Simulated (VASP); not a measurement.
Write the native input for VASP 6.6.1 that does the following.

```
Task                   : single point
Functional             : PBE
Potentials or basis    : VASP PAW PBE potentials, release 64 (Ni)
Cutoff                 : 520 eV
k mesh                 : 8 × 8 × 8
Occupations            : gaussian, width 0.1 eV
Spin                   : collinear spin, typed start
Starting moments       : [2.0] μB
Dipole correction      : no
Further INCAR settings : ALGO = Fast; EDIFF = 1e-06; NBANDS = 15
```

The structure of Ni lies in POSCAR:

```
Ni
1.0
    0.0000000000      1.8022184981      1.8022184981
    1.8022184981      0.0000000000      1.8022184981
    1.8022184981      1.8022184981      0.0000000000
Ni
1
Direct
    0.0000000000      0.0000000000      0.0000000000
```

The cell isn't the ideal one: Pd replaced by Ni, lengths x 0.935, strained and moved within the space group.

One way to write it, as run:

INCAR

```
SYSTEM = Ni
PREC     = Accurate       ! precision mode
ENCUT    = 520            ! plane-wave cutoff, eV
EDIFF    = 1E-6           ! SCF threshold, eV
ISMEAR   = 0              ! smearing method
SIGMA    = 0.1            ! smearing width, eV
LREAL    = .FALSE.        ! projectors in reciprocal space
LASPH    = .TRUE.         ! aspherical terms in the spheres
NELM     = 150            ! most SCF steps
ALGO     = Fast           ! electronic algorithm
ISIF     = 2              ! what is computed and relaxed
LWAVE    = .FALSE.        ! write WAVECAR
LCHARG   = .FALSE.        ! write CHGCAR
ISPIN    = 2              ! spin polarisation
MAGMOM   = 2              ! initial moments
LORBIT   = 11             ! projections on sites
LMAXMIX  = 4              ! l up to which the mixer works
GGA      = PE             ! functional
NBANDS   = 15             ! bands
```

KPOINTS

```
Automatic mesh
0
G
  8 8 8
  0 0 0
```

Potentials or basis: VASP PAW PBE potentials, release 64 (Ni).

Launch:

```sh
$ cat potpaw_PBE.64/Ni/POTCAR > POTCAR
$ mpirun -np 1 vasp_std > vasp.out
```

It gave:

```json
{
  "Pressure": "-11.8 GPa",
  "Band gap on the k mesh": "none (metal or under the smearing width)",
  "Net moment": "0.70 μB per cell",
  "Site moments": "Ni +0.72 μB",
  "Valence electrons inside the program's atomic spheres": "Ni 9.19"
}
```

Caveat: the k mesh is coarse (spacing up to 0.38 Å⁻¹), so the values aren't converged.

Run time: 15 s on 1 thread of Intel(R) Xeon(R) Platinum 8259CL CPU @ 2.50GHz (Skylake/Cascade Lake), with other jobs on the host, peak memory 0.13 GiB.
